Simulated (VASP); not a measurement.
A run of VASP 6.6.1:

INCAR

```
  PREC = Accurate
  ENCUT = 520
  EDIFF = 1E-6
  ISMEAR = 0
  SIGMA = 0.02
  LREAL = F
  LASPH = T
  NELM = 80
  ALGO = Normal
  ISIF = 2
  LWAVE = F
  LCHARG = T
  GGA = PS
  LELF = T
  LVHAR = T
```

KPOINTS

```
Automatic mesh
0
Gamma
  13 13 13
```

Contents of POSCAR:

```
Ga
3.029
   -0.457048108155      0.457048108155      0.763031969792
    0.457048108155     -0.457048108155      0.763031969792
    0.457048108155      0.457048108155     -0.763031969792
Ga
1
Direct
    0.0000000000      0.0000000000      0.0000000000
```

Potentials or basis: VASP PAW PBE potentials, release 64 (Ga_d).

Run with:

```bash
$ cat potpaw_PBE.64/Ga_d/POTCAR > POTCAR
$ mpirun -np 1 vasp_std > vasp.out
```

Hardware: 1 thread of AMD EPYC 9R45 (Zen 5), with other jobs on the host.

Task: Estimate the wall time of this run.

Result: It took 15 s on 1 thread of AMD EPYC 9R45 (Zen 5) (shared host), peak memory 0.13 GiB. Counts: scf iterations 10, k points 196.
